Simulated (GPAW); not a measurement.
# BAs (F-43m) in GPAW: notebook, part 2 of 2

GPAW 26.7.0.

**4. Band structure, PBE**

Contents of run.py:

```python
import spglib
from ase import Atoms
from ase.dft.bandgap import bandgap
from ase.io import read, write
from gpaw import GPAW

atoms = read('BAs.cif')
cell, positions, numbers = spglib.find_primitive(
    (atoms.cell[:], atoms.get_scaled_positions(), atoms.numbers), symprec=1e-4)
atoms = Atoms(numbers, cell=cell, scaled_positions=positions, pbc=True)

calc = GPAW(mode='lcao',
            h=0.16,
            basis='dz(dzp)',
            xc='PBE',
            kpts={'size': (8, 8, 8), 'gamma': True},
            occupations={'name': 'fermi-dirac', 'width': 0.05},
            convergence={'density': 1e-05, 'energy': 1e-05},
            maxiter=150,
            txt='gpaw.txt')
atoms.calc = calc
energy = atoms.get_potential_energy()
forces = atoms.get_forces()
calc.write('gs.gpw')
write('result.traj', atoms)
print(f'Energy: {energy:.6f} eV')
print('Forces (eV/A):')
print(forces.round(4))
print('Fermi level:', round(calc.get_fermi_level(), 4), 'eV')
print(f'Gap: {bandgap(calc)[0]:.4f} eV, direct: {bandgap(calc, direct=True)[0]:.4f} eV')

path = atoms.cell.bandpath('GXWKGLUWLK,UX', npoints=80, eps=1e-4)
bs_calc = calc.fixed_density(kpts=path, symmetry='off', txt='bands.txt')
bs = bs_calc.band_structure()
bs.write('bs.json')
print(f'Gap on the path: {bandgap(bs_calc)[0]:.4f} eV')
```

Contents of BAs.cif:

```cif
data_BAs
_cell_length_a 4.77700000
_cell_length_b 4.77700000
_cell_length_c 4.77700000
_cell_angle_alpha 90.00000000
_cell_angle_beta 90.00000000
_cell_angle_gamma 90.00000000
_space_group_name_H-M_alt 'F-43m'
_space_group_name_Hall 'F -4 2 3'
_space_group_IT_number 216
loop_
_space_group_symop_operation_xyz
'x,y,z'
'y,-x,-z'
'-x,-y,z'
'-y,x,-z'
'x,-y,-z'
'y,x,z'
'-x,y,-z'
'-y,-x,z'
'z,x,y'
'-z,y,-x'
'z,-x,-y'
'-z,-y,x'
'-z,x,-y'
'z,y,x'
'-z,-x,y'
'z,-y,-x'
'y,z,x'
'-x,-z,y'
'-y,z,-x'
'x,-z,-y'
'-y,-z,x'
'x,z,y'
'y,-z,-x'
'-x,z,-y'
'x,y+1/2,z+1/2'
'y,-x+1/2,-z+1/2'
'-x,-y+1/2,z+1/2'
'-y,x+1/2,-z+1/2'
'x,-y+1/2,-z+1/2'
'y,x+1/2,z+1/2'
'-x,y+1/2,-z+1/2'
'-y,-x+1/2,z+1/2'
'z,x+1/2,y+1/2'
'-z,y+1/2,-x+1/2'
'z,-x+1/2,-y+1/2'
'-z,-y+1/2,x+1/2'
'-z,x+1/2,-y+1/2'
'z,y+1/2,x+1/2'
'-z,-x+1/2,y+1/2'
'z,-y+1/2,-x+1/2'
'y,z+1/2,x+1/2'
'-x,-z+1/2,y+1/2'
'-y,z+1/2,-x+1/2'
'x,-z+1/2,-y+1/2'
'-y,-z+1/2,x+1/2'
'x,z+1/2,y+1/2'
'y,-z+1/2,-x+1/2'
'-x,z+1/2,-y+1/2'
'x+1/2,y,z+1/2'
'y+1/2,-x,-z+1/2'
'-x+1/2,-y,z+1/2'
'-y+1/2,x,-z+1/2'
'x+1/2,-y,-z+1/2'
'y+1/2,x,z+1/2'
'-x+1/2,y,-z+1/2'
'-y+1/2,-x,z+1/2'
'z+1/2,x,y+1/2'
'-z+1/2,y,-x+1/2'
'z+1/2,-x,-y+1/2'
'-z+1/2,-y,x+1/2'
'-z+1/2,x,-y+1/2'
'z+1/2,y,x+1/2'
'-z+1/2,-x,y+1/2'
'z+1/2,-y,-x+1/2'
'y+1/2,z,x+1/2'
'-x+1/2,-z,y+1/2'
'-y+1/2,z,-x+1/2'
'x+1/2,-z,-y+1/2'
'-y+1/2,-z,x+1/2'
'x+1/2,z,y+1/2'
'y+1/2,-z,-x+1/2'
'-x+1/2,z,-y+1/2'
'x+1/2,y+1/2,z'
'y+1/2,-x+1/2,-z'
'-x+1/2,-y+1/2,z'
'-y+1/2,x+1/2,-z'
'x+1/2,-y+1/2,-z'
'y+1/2,x+1/2,z'
'-x+1/2,y+1/2,-z'
'-y+1/2,-x+1/2,z'
'z+1/2,x+1/2,y'
'-z+1/2,y+1/2,-x'
'z+1/2,-x+1/2,-y'
'-z+1/2,-y+1/2,x'
'-z+1/2,x+1/2,-y'
'z+1/2,y+1/2,x'
'-z+1/2,-x+1/2,y'
'z+1/2,-y+1/2,-x'
'y+1/2,z+1/2,x'
'-x+1/2,-z+1/2,y'
'-y+1/2,z+1/2,-x'
'x+1/2,-z+1/2,-y'
'-y+1/2,-z+1/2,x'
'x+1/2,z+1/2,y'
'y+1/2,-z+1/2,-x'
'-x+1/2,z+1/2,-y'
loop_
_atom_site_label
_atom_site_type_symbol
_atom_site_symmetry_multiplicity
_atom_site_Wyckoff_symbol
_atom_site_fract_x
_atom_site_fract_y
_atom_site_fract_z
_atom_site_occupancy
As1 As 4 c 0.2500000000 0.2500000000 0.2500000000 1
B1 B 4 a 0.0000000000 0.0000000000 0.0000000000 1
```

Potentials or basis: GPAW PAW data sets (gpaw-data 1.2.1), lcao:dz(dzp).

Started as:

```console
> OMP_NUM_THREADS=1 python run.py
```

gpaw.txt:

```text
__  _  _
 | _ |_)|_||  |
 |__||  | ||/\| - 26.7.0

Input parameters:
  mode=LCAO(),
  basis={'default': 'dz(dzp)'},
  convergence={'density': 1e-05, 'energy': 1e-05},
  h=0.16,
  kpts=MonkhorstPack(size=(8, 8, 8), gamma=True),
  maxiter=150,
  occupations=Occupations(name='fermi-dirac', width=0.05),
  xc=XC(name='PBE')

           As

       B

Atoms  # Å, Bohr magnetons
|   | symbol |        x |        y |        z |    initial magnetic moments |
|---|--------|----------|----------|----------|-----------------------------|
| 0 |     As | 1.194250 | 1.194250 | 1.194250 | ( 0.0000,  0.0000,  0.0000) |
| 1 |      B | 0.000000 | 0.000000 | 0.000000 | ( 0.0000,  0.0000,  0.0000) |

Unit cell  # Å
| periodic |        x |        y |        z |  lengths |    angles |
|----------|----------|----------|----------|----------|-----------|
|      yes | 0.000000 | 2.388500 | 2.388500 | 3.377849 | 60.000000 |
|      yes | 2.388500 | 0.000000 | 2.388500 | 3.377849 | 60.000000 |
|      yes | 2.388500 | 2.388500 | 0.000000 | 3.377849 | 60.000000 |

Number of symmetries: 24
Symmetry operations  # r_c * U_cc + t_c -> r_c
|    | kind |            matrix            |
|----|------|------------------------------|
|  0 |  E   |  1, 0, 0,  0, 1, 0,  0, 0, 1 |
|  1 |  σ   |  1, 0, 0,  0, 0, 1,  0, 1, 0 |
|  2 |  σ   |  1, 0,-1,  0, 1,-1,  0, 0,-1 |
|  3 |  C3  |  1, 0,-1,  0, 0,-1,  0, 1,-1 |
|  4 |  C3  |  1,-1, 0,  0,-1, 1,  0,-1, 0 |
|  5 |  σ   |  1,-1, 0,  0,-1, 0,  0,-1, 1 |
|  6 |  σ   |  0, 1, 0,  1, 0, 0,  0, 0, 1 |
|  7 |  C3  |  0, 1, 0,  0, 0, 1,  1, 0, 0 |
|  8 |  C2  |  0, 1,-1,  1, 0,-1,  0, 0,-1 |
|  9 |  S4  |  0, 1,-1,  0, 0,-1,  1, 0,-1 |
| 10 |  C3  |  0, 0, 1,  1, 0, 0,  0, 1, 0 |
| 11 |  σ   |  0, 0, 1,  0, 1, 0,  1, 0, 0 |
| 12 |  S4  |  0, 0,-1,  1, 0,-1,  0, 1,-1 |
| 13 |  C3  |  0, 0,-1,  0, 1,-1,  1, 0,-1 |
| 14 |  S4  |  0,-1, 1,  1,-1, 0,  0,-1, 0 |
| 15 |  C2  |  0,-1, 1,  0,-1, 0,  1,-1, 0 |
| 16 |  C3  |  0,-1, 0,  1,-1, 0,  0,-1, 1 |
| 17 |  S4  |  0,-1, 0,  0,-1, 1,  1,-1, 0 |
| 18 |  S4  | -1, 1, 0, -1, 0, 1, -1, 0, 0 |
| 19 |  C3  | -1, 1, 0, -1, 0, 0, -1, 0, 1 |
| 20 |  C3  | -1, 0, 1, -1, 1, 0, -1, 0, 0 |
| 21 |  S4  | -1, 0, 1, -1, 0, 0, -1, 1, 0 |
| 22 |  σ   | -1, 0, 0, -1, 1, 0, -1, 0, 1 |
| 23 |  C2  | -1, 0, 0, -1, 0, 1, -1, 1, 0 |

BZ-sampling:
  Number of BZ points: 512
  Number of IBZ points: 29

  Monkhorst-Pack size: [8, 8, 8]
  Monkhorst-Pack shift: [0.0625, 0.0625, 0.0625]

K-points  # in reciprocal-cell coordinates
|     |                                coordinates |     weight |
|-----|--------------------------------------------|------------|
|   0 | (  0.00000000,   0.00000000,   0.00000000) | 0.00195312 |
|   1 | (  0.12500000,   0.12500000,   0.00000000) | 0.01171875 |
|   2 | (  0.12500000,   0.12500000,   0.12500000) | 0.01562500 |
|   3 | (  0.25000000,   0.12500000,   0.12500000) | 0.02343750 |
|   4 | (  0.25000000,   0.25000000,   0.00000000) | 0.01171875 |
|   5 | (  0.25000000,   0.25000000,   0.12500000) | 0.04687500 |
|   6 | (  0.25000000,   0.25000000,   0.25000000) | 0.01562500 |
|   7 | (  0.37500000,   0.25000000,  -0.37500000) | 0.04687500 |
|   8 | (  0.37500000,   0.25000000,   0.12500000) | 0.04687500 |
|   9 | (  0.37500000,   0.25000000,   0.25000000) | 0.04687500 |
| ... |                                            |            |
|  28 | (  0.50000000,   0.50000000,   0.50000000) | 0.00781250 |

basis functions: 16
Spin-components: 1 (collinear spins)
Bands:           8
Projectors:      10
Spin-degeneracy: 2
Datatype:        <class 'complex'>

Density:
  Valence electrons: 8.0
  Components: 1
  Grid points: [16 16 16]
  Charge: 0.0  # |e|

Potential:
  Grid points: [16 16 16]

species:
  As:
    name:    Arsenic
    Z:       33.0
    valence: 5
    core:    28
    charge:  0.0  # [|e|]
    compensation charges:
      type: gauss
      rc: 0.33  # [Å]
      lmax: 2
    cutoffs:
      filter: 1.87  # [Å]
[... 131 lines left out ...]
  Number of IBZ points: 29

  Monkhorst-Pack size: [8, 8, 8]
  Monkhorst-Pack shift: [0.0625, 0.0625, 0.0625]

K-points  # in reciprocal-cell coordinates
|     |                                coordinates |     weight |
|-----|--------------------------------------------|------------|
|   0 | (  0.00000000,   0.00000000,   0.00000000) | 0.00195312 |
|   1 | (  0.12500000,   0.12500000,   0.00000000) | 0.01171875 |
|   2 | (  0.12500000,   0.12500000,   0.12500000) | 0.01562500 |
|   3 | (  0.25000000,   0.12500000,   0.12500000) | 0.02343750 |
|   4 | (  0.25000000,   0.25000000,   0.00000000) | 0.01171875 |
|   5 | (  0.25000000,   0.25000000,   0.12500000) | 0.04687500 |
|   6 | (  0.25000000,   0.25000000,   0.25000000) | 0.01562500 |
|   7 | (  0.37500000,   0.25000000,  -0.37500000) | 0.04687500 |
|   8 | (  0.37500000,   0.25000000,   0.12500000) | 0.04687500 |
|   9 | (  0.37500000,   0.25000000,   0.25000000) | 0.04687500 |
| ... |                                            |            |
|  28 | (  0.50000000,   0.50000000,   0.50000000) | 0.00781250 |

basis functions: 16
Spin-components: 1 (collinear spins)
Bands:           8
Projectors:      10
Spin-degeneracy: 2
Datatype:        <class 'complex'>

Density:
  Valence electrons: 8.0
  Components: 1
  Grid points: [16 16 16]
  Charge: 0.0  # |e|

Potential:
  Grid points: [16 16 16]

species:
  As:
    name:    Arsenic
    Z:       33.0
    valence: 5
    core:    28
    charge:  0.0  # [|e|]
    compensation charges:
      type: gauss
      rc: 0.33  # [Å]
      lmax: 2
    cutoffs:
      filter: 1.87  # [Å]
      core: 2.96  # [Å]
    projectors
    | kind |    occ | energy [eV] | rcut [Å] |
    |------|--------|-------------|----------|
    |   4s |  2.000 |     -14.487 |    1.058 |
    |   4p |  3.000 |      -5.196 |    1.058 |
    |    s |        |      12.725 |    1.058 |
    |    p |        |      22.016 |    1.058 |
    |    d |        |       0.000 |    1.058 |

    LCAO basis set for As:
      Name: dz(dzp)
      File: <dir>
      Number of radial functions: 4
      Number of spherical harmonics: 8
        l=0, rc=6.1250 Bohr: 4s-sz confined orbital
        l=1, rc=7.9531 Bohr: 4p-sz confined orbital
        l=0, rc=3.4219 Bohr: 4s-dz split-valence wave
        l=1, rc=4.6094 Bohr: 4p-dz split-valence wave
      Number of RI-basis functions 0

  B:
    name:    Boron
    Z:       5.0
    valence: 3
    core:    2
    charge:  0.0  # [|e|]
    compensation charges:
      type: gauss
      rc: 0.20  # [Å]
      lmax: 2
    cutoffs:
      filter: 1.14  # [Å]
      core: 1.38  # [Å]
    projectors
    | kind |    occ | energy [eV] | rcut [Å] |
    |------|--------|-------------|----------|
    |   2s |  2.000 |      -9.443 |    0.635 |
    |   2p |  1.000 |      -3.606 |    0.635 |
    |    s |        |      17.768 |    0.635 |
    |    p |        |      23.605 |    0.635 |
    |    d |        |       0.000 |    0.635 |

    LCAO basis set for B:
      Name: dz(dzp)
      File: <dir>
      Number of radial functions: 4
      Number of spherical harmonics: 8
        l=0, rc=6.6719 Bohr: 2s-sz confined orbital
        l=1, rc=8.2188 Bohr: 2p-sz confined orbital
        l=0, rc=3.7500 Bohr: 2s-dz split-valence wave
        l=1, rc=4.6094 Bohr: 2p-dz split-valence wave
      Number of RI-basis functions 0

Reference energy: -62172.463167  # eV

eigensolver:
  <gpaw.new.lcao.eigensolver.LCAOEigensolver object>
density mixing:
  MSR1-Mixer
  Pratt-step length: 0.05
  Maximum mixing coefficient: 0.75
  Old densities: 10
  SVD Regularization: 0.005
  Good broyden scale: 1.0
  Trust region scale: 1.0
  Backstep threshold: 4.0
  History deletion threshold: 6.0
  Fourier metric: weight=20.0, sigma=0.015

occupation numbers:
  Fermi-Dirac:
    width: 0.0500  # eV

FastPoissonSolver using
    Stencil: 12*3+1=37 point O(h^6) finite-difference Laplacian
    FFT axes: [np.int64(0), np.int64(1), np.int64(2)]
    FST axes: []

xc functional:
  name: PBE with 2 nearest neighbor stencil
interpolation: tri-quintic # 5. degree polynomial

convergence criteria:
[... 6 lines left out ...]
|iter     | |      energy | eigst |  dens |
|---------|-|-------------|-------|-------|
|iter:   1| |  -11.257035 |      c|       |
|iter:   2| |  -11.157296 |      c| -0.79 |
|iter:   3| |  -10.813959 |      c| -0.84 |
|iter:   4| |  -10.814828 |      c| -1.55 |
|iter:   5| |  -10.815373 |      c| -1.92 |
|iter:   6| |  -10.815375 |      c| -3.01 |
|iter:   7| |  -10.815375c|      c| -3.63 |
|iter:   8| |  -10.815375c|      c| -4.85 |
|iter:   9| |  -10.815375c|      c| -5.27c|

Converged in 9 steps
Energy contributions relative to reference atoms: (reference = -62172.463167)

Energy contributions:
  Kinetic:          19.725994
  Coulomb:         -17.239762
  Zero:              0.052343
  External:          0.000000
  Xc:              -13.353951
  Entropy:          -0.000000
  Spinorbit:         0.000000
  ----------------------------
  Free energy:     -10.815375
  Extrapolated:    -10.815375

dipole moment: (-11.624445, -11.624445, -11.624445)  # |e|*Ang

Fermi level: 8.927
Eigenvalues  # (at kpt = [0.000, 0.000, 0.000])
| band index |      eig [eV] | occ [0-2] |
|------------|---------------|-----------|
|          0 |        -7.470 |     2.000 |
|          1 |         8.138 |     2.000 |
|          2 |         8.138 |     2.000 |
|          3 |         8.138 |     2.000 |
|          4 |        11.855 |     0.000 |
|          5 |        11.855 |     0.000 |
|          6 |        11.857 |     0.000 |
|          7 |        12.812 |     0.000 |

Gap: 1.610 eV
Transition (v -> c):
  (s=0, k=0, n=3, [0.00, 0.00, 0.00]) -> (s=0, k=12, n=4, [0.38, 0.38, 0.00])
Direct/indirect transitions are different
Direct gap: 3.717 eV
Transition at: (s=0, k=0, n=3, [0.00, 0.00, 0.00])

Forces  # eV/Ang
|        x |        y |        z |
|----------|----------|----------|
|  0.00000 | -0.00000 |  0.00000 |  # As   0
| -0.00000 | -0.00000 | -0.00000 |  # B    1

# Writing to gs.gpw (mode='')
```

It took 21 s on 1 thread of Arm Neoverse V1, shared host; peak memory 0.15 GiB.

These settings aren't checked as converged: the numbers below hold their error.

What came out:

```
Free energy             : -10.8154 eV
Band gap on the k mesh  : 1.61 eV, indirect (least direct gap 3.72 eV)
Band gap along the path : 1.62 eV, indirect (least direct gap 3.72 eV)
```

Caveat: the real-space grid adds noise to forces; the basis of atomic orbitals isn't converged, which shifts pressures, moduli and gaps.

**5. Band structure, BEEF-vdW, spin-orbit coupling, no magnetisation**

Contents of run.py:

```python
import numpy as np
from ase.dft.bandgap import bandgap
from ase.io import read, write
from gpaw import GPAW, PW
from gpaw.spinorbit import soc_eigenstates

atoms = read('BAs.cif')

calc = GPAW(mode=PW(800),
            xc={'name': 'BEEF-vdW', 'backend': 'libvdwxc'},
            kpts={'size': (8, 8, 8), 'gamma': True},
            occupations={'name': 'fermi-dirac', 'width': 0.05},
            nbands=11,
            convergence={'density': 1e-05, 'energy': 1e-05},
            maxiter=150,
            txt='gpaw.txt')
atoms.calc = calc
energy = atoms.get_potential_energy()
forces = atoms.get_forces()
calc.write('gs.gpw')
write('result.traj', atoms)
print(f'Energy: {energy:.6f} eV')
print('Forces (eV/A):')
print(forces.round(4))
print('Fermi level:', round(calc.get_fermi_level(), 4), 'eV')
print(f'Gap: {bandgap(calc)[0]:.4f} eV, direct: {bandgap(calc, direct=True)[0]:.4f} eV')

path = atoms.cell.bandpath('GXWKGLUWLK,UX', npoints=80, eps=1e-4)
bs_calc = calc.fixed_density(kpts=path, symmetry='off', nbands=19,
                             convergence={'bands': 'CBM+6.0', 'eigenstates': 1e-6}, txt='bands.txt')
bs = bs_calc.band_structure()
bs.write('bs.json')
print(f'Gap on the path: {bandgap(bs_calc)[0]:.4f} eV')

soc = soc_eigenstates(bs_calc, theta=90, phi=0)
np.savetxt('soc_bands.dat', soc.eigenvalues(), fmt='%.4f')
mesh = soc_eigenstates('gs.gpw', theta=90, phi=0)
np.savetxt('soc_mesh.dat', mesh.eigenvalues(), fmt='%.4f')
print('Fermi level with spin-orbit coupling:', round(mesh.fermi_level, 4), 'eV')
```

Contents of BAs.cif:

```cif
data_BAs
_cell_length_a 3.37784909
_cell_length_b 3.37784909
_cell_length_c 3.37784909
_cell_angle_alpha 60.00000000
_cell_angle_beta 60.00000000
_cell_angle_gamma 60.00000000
_space_group_name_H-M_alt 'P1'
_space_group_name_Hall 'P 1'
_space_group_IT_number 1
loop_
_space_group_symop_operation_xyz
'x,y,z'
loop_
_atom_site_label
_atom_site_type_symbol
_atom_site_symmetry_multiplicity
_atom_site_Wyckoff_symbol
_atom_site_fract_x
_atom_site_fract_y
_atom_site_fract_z
_atom_site_occupancy
As1 As 1 a 0.7500000000 0.7500000000 0.7500000000 1
B1 B 1 a 0.0000000000 0.0000000000 0.0000000000 1
```

Potentials or basis: GPAW PAW data sets (gpaw-data 1.2.1), pw.

Started as:

```console
> OMP_NUM_THREADS=1 python run.py
```

Run time: 31 s. Hardware: 1 thread of Arm Neoverse V1, shared host; peak memory 0.27 GiB.

Results (log left out):

```yaml
Free_energy: -104.2739 eV
Band_gap_on_the_k_mesh: 1.26 eV, indirect (least direct gap 3.12 eV)
Band_gap_along_the_path: 1.25 eV, indirect (least direct gap 3.12 eV)
```

Levels at the corners of the path, in eV from the valence-band top:
| point | band 6 | band 7 | band 8 | band 9 | band 10 | band 11 |
| --- | --- | --- | --- | --- | --- | --- |
| Γ | 0.00 | 0.00 | 0.00 | 3.12 | 3.12 | 3.35 |
| X | -4.17 | -4.04 | -4.04 | 1.49 | 1.49 | 1.55 |
| W | -5.40 | -5.18 | -5.17 | 5.35 | 5.36 | 5.98 |
| K | -5.87 | -3.52 | -3.52 | 2.12 | 2.13 | 5.60 |
| Γ | 0.00 | 0.00 | 0.00 | 3.12 | 3.12 | 3.35 |
| L | -1.95 | -1.80 | -1.80 | 2.68 | 2.68 | 4.76 |
| U | -5.87 | -3.52 | -3.52 | 2.12 | 2.13 | 5.60 |
| W | -5.40 | -5.18 | -5.17 | 5.35 | 5.36 | 5.98 |
| L | -1.95 | -1.80 | -1.80 | 2.68 | 2.68 | 4.76 |
| K | -5.87 | -3.52 | -3.52 | 2.12 | 2.13 | 5.60 |
| U | -5.87 | -3.52 | -3.52 | 2.12 | 2.13 | 5.60 |
| X | -4.17 | -4.04 | -4.04 | 1.49 | 1.49 | 1.55 |

Caveat: spin-orbit coupling was added after a scalar SCF, so levels and gaps hold it while energy, forces, pressure and moments don't; this program's spin-orbit splittings come out too wide for heavy elements; the PAW data sets were made with another functional, which shifts forces and pressure a little.

**6. For comparison**

An earlier run on the cell as given: functional PBE; potentials or basis GPAW PAW data sets (gpaw-data 1.2.1); cutoff 800 eV; basis pw; k mesh 10 × 10 × 10; occupations fermi-dirac, width 0.05 eV; no spin polarisation.

- Pressure: 3.3 GPa
- Band gap on the k mesh: 1.18 eV, indirect (least direct gap 3.29 eV)

**7. Overview**

| task | level | potentials or basis | spin | k mesh | band path | band points | spin axis theta (degrees) | spin axis phi (degrees) | gap on the mesh (eV) | V0 of scaled cells (Å³/atom) | B0 (GPa) |
| --- | --- | --- | --- | --- | --- | --- | --- | --- | --- | --- | --- |
| equation of state | PBEsol+D3 | PAW data sets generated in the run's folder for this functional, pw | off | 8 × 8 × 8 | - | - | - | - | - | 13.43 | 145 |
| equation of state | AM05 | PAW data sets generated in the run's folder for this functional, pw | off | 8 × 8 × 8 | - | - | - | - | - | 13.59 | 140 |
| band structure | BEEF-vdW | GPAW PAW data sets (gpaw-data 1.2.1), pw | SOC, no magnetisation | 8 × 8 × 8 | GXWKGLUWLK,UX | 80 | 90 | 0 | 1.26 | - | - |
| single point | PBE | GPAW PAW data sets (gpaw-data 1.2.1), pw | off | 10 × 10 × 10 | - | - | - | - | 1.18 | - | - |

Alike in all rows: cell as given; cutoff (eV) 800; smearing fermi-dirac 0.05 eV.

Caveats: spin-orbit coupling was added after a scalar SCF, so levels and gaps hold it while energy, forces, pressure and moments don't (some runs); this program's spin-orbit splittings come out too wide for heavy elements (some runs); the PAW data sets were made with another functional, which shifts forces and pressure a little (some runs).

Total energies depend on the potentials used, so only differences within one code and one set of settings carry meaning.

**8. Comparison with measurements**

Step 2. Measured bulk modulus of BAs: 148 GPa (quoted in “Basic Physical Properties of Cubic Boron Arsenide”, 2019, arxiv:1911.11281). This calculation gives 145 GPa (-1.9 %). The fit is for a static lattice scaled at fixed shape and fixed fractional positions.

Step 3. Measured bulk modulus of BAs: 148 GPa (quoted in “Basic Physical Properties of Cubic Boron Arsenide”, 2019, arxiv:1911.11281). This calculation gives 140 GPa (-5.1 %). The fit is for a static lattice scaled at fixed shape and fixed fractional positions.
